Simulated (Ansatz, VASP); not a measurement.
## One calculation of V, two programs

```
V
1.0
    -1.46365    1.46365    1.46365
     1.46365   -1.46365    1.46365
     1.46365    1.46365   -1.46365
V
1
Cartesian
  0.0000 0.0000 0.0000
```

Alike in both runs: functional LDA; k mesh 15 × 15 × 15; occupations fermi-dirac, width 0.1 eV; no spin polarisation.

Ansatz relaxed the structure, and its values are those at the end. VASP's run is a single point on that final structure, the one shown.

|  | VASP | Ansatz |
| --- | --- | --- |
| version | VASP 6.6.1 | Ansatz 0.2.0 |
| potentials or method | VASP PAW LDA potentials, release 64 (V_sv) | plane waves (420 eV) with PAW, scalar-relativistic |
| plane-wave cutoff (eV) | 520 | 420 |
| valence electrons in the cell | 13 | 13 |

|  | VASP | Ansatz | Ansatz less VASP |
| --- | --- | --- | --- |
| pressure (GPa) | 0.5 | 0.0 | -0.51 |

Ansatz warned: «pseudo_functional_mismatch».
